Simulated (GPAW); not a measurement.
The system is Al.

```
CELL_PARAMETERS angstrom
0.00000 2.02481 2.02481
2.02481 0.00000 2.02481
2.02481 2.02481 0.00000
ATOMIC_POSITIONS crystal
Al 0.00000 0.00000 0.00000
```

* Program: GPAW 26.7.0
* Task: relaxation of cell and atoms
* Functional: PBEsol
* Dispersion: D3
* Potentials or basis: PAW data sets generated in the run's folder for this functional
* Cutoff: 600 eV
* Basis: pw
* k mesh: 11 × 11 × 11
* Occupations: fermi-dirac, width 0.05 eV
* Spin: no spin polarisation

At the start: pressure -3.3 GPa; volume 16.60 Å³/atom.

Question: How do energy, volume and symmetry change on relaxing?

Answer: Over 3 steps the energy falls by 7.3 meV/atom and the volume is 15.90 Å³/atom (-4.2 %); space group Fm-3m (No. 225, to 0.05 Å).

The path:
```csv
step,energy change (eV),largest force (eV/Å),pressure (GPa),volume (Å³)
1,0.0000,0.0000,-3.33,16.60
2,-0.0043,0.0000,-2.22,16.36
3,-0.0073,0.0000,0.13,15.90
```

Final structure:
```
Al
1.0
     0.00000    1.99590    1.99590
     1.99590    0.00000    1.99590
     1.99590    1.99590    0.00000
Al
1
Direct
  0.00000 0.00000 0.00000
```

The cell as given is a measured one (16.60 Å³/atom); PBEsol+D3 puts the equilibrium volume -4.2 % from it, thermal expansion not counted.

Caveat: later steps reuse the first step's grids; pairwise dispersion overbinds metals, which lowers pressure and volume.
